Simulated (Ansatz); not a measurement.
# MoS2: which magnetic state does the SCF reach?, part 2 of 2

Aim: see which self-consistent states MoS2 reaches from different starts at one fixed geometry, and which of them is lowest. System: MoS2, its deposited structure (space group P6_3/mmc); the cell holds 6 atoms. Source: COD entry 1531960, which need not be the ambient phase.

Ansatz 0.2.0; DFT PBE, PAW, plane waves, scalar-relativistic. Earlier steps stand in the parts before.

### 6 Parallel moments scaled by 0.2, plain SCF

input.yaml reads:

```yaml
crystal:
  lattice:
    - [3.16899805, 0.0, 0.0]
    - [-1.58449902, 2.74443282, 0.0]
    - [0.0, 0.0, 12.324]
  atoms:
    - { symbol: Mo, position: [0.33333333, 0.66666667, 0.25], spin: 0.4 }
    - { symbol: Mo, position: [0.66666667, 0.33333333, 0.75], spin: 0.4 }
    - { symbol: S, position: [0.33333333, 0.66666667, 0.623] }
    - { symbol: S, position: [0.66666667, 0.33333333, 0.123] }
    - { symbol: S, position: [0.33333333, 0.66666667, 0.877] }
    - { symbol: S, position: [0.66666667, 0.33333333, 0.377] }
magnetization:
  spin_polarized: true
hamiltonian:
  xc: pbe
  pseudopotentials: { kind: paw }
basis:
  ecutwfc: 420
kpoints:
  mp_grid: { grid: [8, 8, 2] }
scf:
  occupations: { method: fermi_dirac, width: 0.02 }
  lower_state_search: "off"
output:
  forces: true
  stress: true
```

Log, cut to the lines that bear on the results:

```text
[... 11 lines as in an earlier run ...]
Bands: 33, of which v1, the nominal top of the filled ones, is band 26 counted from 1 (25 counted from 0)
[... 10 lines as in an earlier run ...]
Starting moments: Σ|m| = 0.8 μB on 2 of 6 sites
[... 2 lines as in an earlier run ...]
SCF iter   1: F=—  HF=-13528.381362 eV  |F-HF|=—  |Δ(HF+E_count)|=         —  Δρ=5.27e-2 (↑5.27e-2 ↓3.75e-2)  dr2=1.30e1  dr2_m=1.19e-1  M=0.000 μB ∫|m|=0.178 μB  β_m=0.30  ethr=3.10e-3  ⟨swp⟩=7.1  Hψ=6003  notcnv=0
[...]
[... 1 line as in an earlier run ...]
[...]
spin-set hold released at iteration 7 (site moments contracting): the magnetisation degrees of freedom join the quasi-Newton model from the next iteration; the mixer history was flushed
[...]
SCF iter  14: F=-13525.540673 eV  HF=-13525.540673 eV  |F-HF|=2.55e-11  |Δ(HF+E_count)|=   3.35e-9  Δρ=1.41e-7 (↑1.03e-7 ↓1.41e-7)  dr2=4.26e-11  dr2_m=8.26e-12  M=0.000 μB ∫|m|=0.000 μB  ethr=1.45e-12  ⟨swp⟩=1.0  Hψ=3910  notcnv=0
WARN: the starting moments were not kept: the SCF closed with an absolute magnetisation of 6.2e-6 μB, where they sum to 0.8 μB in size (2 sites). That is at most 0.1 of that sum. Measured as dr2_m measures the in/out step, that magnetisation stands 2.1e-12 eV from none, at or under the [...]
SCF converged after 14 iterations
Magnetization: 0.0000 μB (26.0000 up, 26.0000 down)
Absolute magnetization: 0.0000 μB (∫|ρ↑−ρ↓|, with the PAW one-centre terms)
Spin contamination: 0.0000 ħ² per cell (⟨S²⟩ above its minimum at these occupations)
Per-site moments (μB) at R_I (Å): [(-7.574392477406861e-7, 0.9931921137944907), (-7.574392476662251e-7, 0.9931921137944903), (5.621858340178466e-7, 0.9931921137944909), (5.621858340142354e-7, 0.9931921137944907), (5.621858339756223e-7, 0.9931921137944903), (5.621858340345727e-7, [...]
Free energy (F): -13525.540673 eV
[...]
E sigma→0 (E₀):  -13525.540673 eV
Fermi energy:    11.361860 eV
[... 28 lines left out: energy terms, forces, stress ...]
```

Wall time 5.7 s (2 threads of an Arm CPU, shared host); peak memory 0.43 GiB.

Nothing new: the 14 iterations lead to the state found in step 2 (non-magnetic).

### 7 Moments ++ scaled by 0.5, plain SCF

input.yaml: that of step 6 with these lines changed.

```diff
@@ -6,4 +6,4 @@
   atoms:
-    - { symbol: Mo, position: [0.33333333, 0.66666667, 0.25], spin: 0.4 }
-    - { symbol: Mo, position: [0.66666667, 0.33333333, 0.75], spin: 0.4 }
+    - { symbol: Mo, position: [0.33333333, 0.66666667, 0.25], spin: 1.0 }
+    - { symbol: Mo, position: [0.66666667, 0.33333333, 0.75], spin: 1.0 }
     - { symbol: S, position: [0.33333333, 0.66666667, 0.623] }
```

Log, cut to the lines that bear on the results:

```text
[... 22 lines as in an earlier run ...]
Starting moments: Σ|m| = 2 μB on 2 of 6 sites
[... 2 lines as in an earlier run ...]
SCF iter   1: F=—  HF=-13528.157761 eV  |F-HF|=—  |Δ(HF+E_count)|=         —  Δρ=6.66e-2 (↑6.66e-2 ↓3.19e-2)  dr2=1.30e1  dr2_m=7.45e-1  M=0.000 μB ∫|m|=0.445 μB  β_m=0.30  ethr=3.10e-3  ⟨swp⟩=7.0  Hψ=6003  notcnv=0
[...]
[... 1 line as in an earlier run ...]
[...]
spin-set hold released at iteration 7 (site moments contracting): the magnetisation degrees of freedom join the quasi-Newton model from the next iteration; the mixer history was flushed
[...]
SCF iter  15: F=-13525.540673 eV  HF=-13525.540673 eV  |F-HF|=7.28e-12  |Δ(HF+E_count)|=  3.42e-10  Δρ=4.53e-8 (↑4.53e-8 ↓4.34e-8)  dr2=1.58e-12  dr2_m=1.49e-12  M=0.000 μB ∫|m|=0.000 μB  ethr=1.00e-12  ⟨swp⟩=1.0  Hψ=3455  notcnv=0
WARN: the starting moments were not kept: the SCF closed with an absolute magnetisation of 1.8e-6 μB, where they sum to 2 μB in size (2 sites). That is at most 0.1 of that sum. Measured as dr2_m measures the in/out step, that magnetisation stands 1.9e-13 eV from none, at or under the [...]
SCF converged after 15 iterations
Magnetization: 0.0000 μB (26.0000 up, 26.0000 down)
Absolute magnetization: 0.0000 μB (∫|ρ↑−ρ↓|, with the PAW one-centre terms)
Spin contamination: 0.0000 ħ² per cell (⟨S²⟩ above its minimum at these occupations)
Per-site moments (μB) at R_I (Å): [(1.219389218401069e-7, 0.9931921137944907), (1.2193892186029346e-7, 0.9931921137944903), (-8.400968408891915e-9, 0.9931921137944909), (-8.400968422477192e-9, 0.9931921137944907), (-8.400968393636888e-9, 0.9931921137944903), (-8.400968389030963e-9, [...]
Free energy (F): -13525.540673 eV
[...]
E sigma→0 (E₀):  -13525.540673 eV
Fermi energy:    11.361860 eV
[... 28 lines left out: energy terms, forces, stress ...]
```

Run time: 5.3 s. Hardware: 2 threads of an Arm CPU, shared host; peak memory 0.43 GiB.

This is the state of step 2 again (non-magnetic), after 15 iterations.

### 8 A moment on one site alone, plain SCF

input.yaml: that of step 7 with these lines changed.

```diff
@@ -6,4 +6,4 @@
   atoms:
-    - { symbol: Mo, position: [0.33333333, 0.66666667, 0.25], spin: 1.0 }
-    - { symbol: Mo, position: [0.66666667, 0.33333333, 0.75], spin: 1.0 }
+    - { symbol: Mo, position: [0.33333333, 0.66666667, 0.25] }
+    - { symbol: Mo, position: [0.66666667, 0.33333333, 0.75], spin: 2.0 }
     - { symbol: S, position: [0.33333333, 0.66666667, 0.623] }
```

Log, cut to the lines that bear on the results:

```text
[... 14 lines as in an earlier run ...]
Magnetic group: BNS 187.209 (UNI 1439), of the structure as read, at distance tolerance 4.8e-5 Å
[... 7 lines as in an earlier run ...]
Starting moments: Σ|m| = 2 μB on 1 of 6 sites
[... 2 lines as in an earlier run ...]
SCF iter   1: F=—  HF=-13527.890707 eV  |F-HF|=—  |Δ(HF+E_count)|=         —  Δρ=7.20e-2 (↑7.20e-2 ↓4.21e-2)  dr2=1.30e1  dr2_m=1.49e0  M=0.000 μB ∫|m|=0.452 μB  β_m=0.30  ethr=3.10e-3  ⟨swp⟩=7.3  Hψ=5995  notcnv=0
[...]
[... 1 line as in an earlier run ...]
[...]
spin-set hold released at iteration 7 (site moments contracting): the magnetisation degrees of freedom join the quasi-Newton model from the next iteration; the mixer history was flushed
[...]
SCF iter  16: F=-13525.540673 eV  HF=-13525.540673 eV  |F-HF|=2.00e-10  |Δ(HF+E_count)|=  3.02e-10  Δρ=1.97e-7 (↑1.97e-7 ↓1.65e-7)  dr2=2.91e-10  dr2_m=4.37e-12  M=0.000 μB ∫|m|=0.000 μB  ethr=1.20e-11  ⟨swp⟩=1.3  Hψ=3361  notcnv=0
WARN: the starting moments were not kept: the SCF closed with an absolute magnetisation of 3.9e-6 μB, where they sum to 2 μB in size (1 site). That is at most 0.1 of that sum. Measured as dr2_m measures the in/out step, that magnetisation stands 1.6e-12 eV from none, at or under the [...]
SCF converged after 16 iterations
Magnetization: 0.0000 μB (26.0000 up, 26.0000 down)
Absolute magnetization: 0.0000 μB (∫|ρ↑−ρ↓|, with the PAW one-centre terms)
Spin contamination: 0.0000 ħ² per cell (⟨S²⟩ above its minimum at these occupations)
Per-site moments (μB) at R_I (Å): [(-2.1550903548502923e-8, 0.9931921137944907), (-1.0562592741910587e-6, 0.9931921137944903), (7.050318971087426e-7, 0.9931921137944907), (1.5832106718380646e-8, 0.9931921137944907), (7.050318967177376e-7, 0.9931921137944903), (1.5832107082227153e-8, [...]
Free energy (F): -13525.540673 eV
[...]
E sigma→0 (E₀):  -13525.540673 eV
Fermi energy:    11.361859 eV
[... 28 lines left out: energy terms, forces, stress ...]
```

Wall time 9.3 s (2 threads of an Arm CPU, shared host); peak memory 0.4 GiB.

Nothing new: the 16 iterations lead to the state found in step 2 (non-magnetic).

### 9 Parallel moments, spin not held back in the first iterations, no switch to direct minimisation

input.yaml: that of step 8 with these lines changed.

```diff
@@ -6,3 +6,3 @@
   atoms:
-    - { symbol: Mo, position: [0.33333333, 0.66666667, 0.25] }
+    - { symbol: Mo, position: [0.33333333, 0.66666667, 0.25], spin: 2.0 }
     - { symbol: Mo, position: [0.66666667, 0.33333333, 0.75], spin: 2.0 }
@@ -24,2 +24,4 @@
   lower_state_search: "off"
+  algorithm: density_mixing
+  mixing: { spin_hold: "off" }
 output:
```

Log, cut to the lines that bear on the results:

```text
[... 22 lines as in an earlier run ...]
Starting moments: Σ|m| = 4 μB on 2 of 6 sites
[... 2 lines as in an earlier run ...]
SCF iter   1: F=—  HF=-13527.355770 eV  |F-HF|=—  |Δ(HF+E_count)|=         —  Δρ=9.17e-2 (↑9.17e-2 ↓3.99e-2)  dr2=1.31e1  dr2_m=2.98e0  M=0.000 μB ∫|m|=0.890 μB  β_m=0.30  ethr=3.10e-3  ⟨swp⟩=7.1  Hψ=6116  notcnv=0
[... 2 lines as in an earlier run ...]
[...]
SCF iter  11: F=-13525.540673 eV  HF=-13525.540673 eV  |F-HF|=1.09e-11  |Δ(HF+E_count)|=  4.15e-10  Δρ=5.59e-8 (↑5.46e-8 ↓5.59e-8)  dr2=1.37e-11  dr2_m=6.60e-13  M=0.000 μB ∫|m|=0.000 μB  ethr=1.00e-12  ⟨swp⟩=1.0  Hψ=3468  notcnv=0
WARN: the starting moments were not kept: the SCF closed with an absolute magnetisation of 1.4e-6 μB, where they sum to 4 μB in size (2 sites). That is at most 0.1 of that sum. Measured as dr2_m measures the in/out step, that magnetisation stands 1.1e-13 eV from none, at or under the [...]
SCF converged after 11 iterations
Magnetization: 0.0000 μB (26.0000 up, 26.0000 down)
Absolute magnetization: 0.0000 μB (∫|ρ↑−ρ↓|, with the PAW one-centre terms)
Spin contamination: 0.0000 ħ² per cell (⟨S²⟩ above its minimum at these occupations)
Per-site moments (μB) at R_I (Å): [(8.952913103200937e-8, 0.9931921137944907), (8.952913114128207e-8, 0.9931921137944903), (-1.7809378268648883e-8, 0.9931921137944909), (-1.780937821379867e-8, 0.9931921137944907), (-1.780937825960398e-8, 0.9931921137944903), (-1.7809378228345533e-8, [...]
Free energy (F): -13525.540673 eV
[...]
E sigma→0 (E₀):  -13525.540673 eV
Fermi energy:    11.361861 eV
[... 28 lines left out: energy terms, forces, stress ...]
```

Run time: 4.6 s. Hardware: 2 threads of an Arm CPU, shared host; peak memory 0.43 GiB.

Nothing new: the 11 iterations lead to the state found in step 2 (non-magnetic).

### 10 The runs side by side

```csv
step,iterations,state,moments of Mo1 Mo2 (μB),total (μB),gap (eV),pressure (GPa),above lowest (meV/atom)
2,14,1,0.00 0.00,0.00,0.98,2.0,0.0
3,15,1,0.00 0.00,0.00,0.98,2.0,0.0
4,6,1,0.00 0.00,0.00,0.98,2.0,0.0
5,12,1,0.00 0.00,0.00,0.98,2.0,0.0
6,14,1,0.00 0.00,0.00,0.98,2.0,0.0
7,15,1,0.00 0.00,0.00,0.98,2.0,0.0
8,16,1,0.00 0.00,0.00,0.98,2.0,0.0
9,11,1,0.00 0.00,0.00,0.98,2.0,0.0
```

States are numbered from the lowest. Starts by step: 2 parallel moments, plain SCF; 3 opposed moments +-, plain SCF; 4 no spin polarisation; 5 spin on, no moments given (the program may seed its own), plain SCF; 6 parallel moments scaled by 0.2, plain SCF; 7 moments ++ scaled by 0.5, plain SCF; 8 a moment on one site alone, plain SCF; 9 parallel moments, spin not held back in the first iterations, no switch to direct minimisation.

The 8 runs of this session took 44 s in all, from 2 s to 9.3 s each.

Decimal logarithm of the largest residual (eV) by iteration, counted through all cycles of a run (7 of the 8 runs):

```csv
iteration,step 2,step 3,step 4,step 5,step 6,step 7,step 8
1,1.1,1.1,-2.1,0.7,1.1,1.1,1.1
2,0.3,0.3,-2.6,0.3,0.3,0.3,0.3
3,-0.1,-0.1,-3.1,-0.2,-0.2,-0.2,-0.2
4,-0.4,-0.4,-4.9,-0.3,-0.8,-0.8,-0.7
5,-0.6,-0.6,-5.7,-0.8,-1.7,-1.3,-1.0
6,-0.9,-0.9,-7.1,-1.1,-2.2,-1.5,-1.2
8,-1.4,-1.4,-,-2.8,-2.8,-2.0,-1.7
9,-2.8,-2.7,-,-2.7,-3.1,-2.8,-2.8
11,-5.0,-5.0,-,-5.7,-5.9,-5.5,-5.4
12,-6.5,-6.5,-,-7.4,-7.0,-6.5,-6.5
13,-7.9,-7.8,-,-,-9.0,-8.0,-7.2
15,-,-10.1,-,-,-,-11.8,-8.2
16,-,-,-,-,-,-,-9.5
```

### 11 Results

What follows sums up all 2 parts.

| quantity | value |
| --- | --- |
| distinct states | 1 from 8 converged runs |
| lowest state from plain starts | non-magnetic |
| total moment | 0.00 μB per cell |
| gap on the k-mesh | 0.98 eV |
| pressure | 2.0 GPa |
| largest force | 0.065 eV/Å |

What this shows: The 8 converged runs end in 1 distinct state. Spin polarisation gains nothing here: every starting moment dies out. These are lowest states among those tried, not proven ground states.
